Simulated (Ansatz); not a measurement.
# Hf: the cost of one run

Method: DFT PBE, scalar-relativistic, plane waves, PAW, in Ansatz 0.2.0.

1 further run of the same task is left out (set aside as unsound or not needed).

## Step 1: The system as given

Symmetry: P6_3/mmc, No. 194, hexagonal system. Conventional cell: a = 3.204 Å, b = 3.204 Å, c = 5.069 Å, α = 90.00°, β = 90.00°, γ = 120.00°. Hf (site symmetry -6m2) has 12 Hf at 3.14 to 3.20 Å as nearest neighbours.

As a file:

```cif
data_structure
_symmetry_space_group_name_H-M 'P6_3/mmc'
_symmetry_Int_Tables_number 194
_cell_length_a 3.2043
_cell_length_b 3.2043
_cell_length_c 5.0686
_cell_angle_alpha 90.000
_cell_angle_beta 90.000
_cell_angle_gamma 120.000
_cell_volume 45.07
loop_
_atom_site_label
_atom_site_type_symbol
_atom_site_symmetry_multiplicity
_atom_site_Wyckoff_symbol
_atom_site_fract_x
_atom_site_fract_y
_atom_site_fract_z
_atom_site_occupancy
Hf1 Hf 2 c 0.33333 0.66667 0.25000 1
```

It is the result of an earlier relaxation at this level (volume 22.53 Å³/atom; gap on the mesh: none (metal)).

## Step 2: Bands, states and charges

File input.yaml:

```yaml
crystal:
  lattice:
    - [3.2042764946, 0.0, 0.0]
    - [-1.6021382473, 2.7749848451, 0.0]
    - [0.0, 0.0, 5.0685977264]
  atoms:
    - { symbol: Hf, position: [0.3333333333, 0.6666666667, 0.25] }
    - { symbol: Hf, position: [0.6666666667, 0.3333333333, 0.75] }
basis:
  ecutwfc: 420
kpoints:
  mp_grid: { grid: [18, 18, 8] }
  band_path:
    path:
      - [[0.0, 0.0, 0.0], [0.5, 0.0, 0.0], [0.33333333, 0.33333333, 0.0], [0.0, 0.0, 0.0], [0.0, 0.0, 0.5], [0.5, 0.0, 0.5], [0.33333333, 0.33333333, 0.5], [0.0, 0.0, 0.5]]
      - [[0.5, 0.0, 0.5], [0.5, 0.0, 0.0]]
      - [[0.33333333, 0.33333333, 0.5], [0.33333333, 0.33333333, 0.0]]
    npoints: 14
hamiltonian:
  xc: pbe
scf:
  occupations: { method: gaussian, width: 0.1 }
  n_extra_bands: 6
output:
  forces: true
  stress: true
  eigenvalues: true
  populations: true
  dos: { projected: true, de: 0.02, nscf_kmesh: { grid: [27, 27, 12] } }
  bader: true
  write_density: true
  write_potential: true
  elf: true
  volumetric_format: npy
```

Command:

```
$ ansatz run input.yaml --threads 1 --pin off --max-ram 2560MiB --backend cpu --events-out ev --progress --plain --runs-dir out
```

Q: Estimate wall time and peak memory on 1 thread of Intel Xeon at 2.50GHz (Skylake/Cascade Lake), shared host.

About 93 s, with a peak of 0.68 GiB.
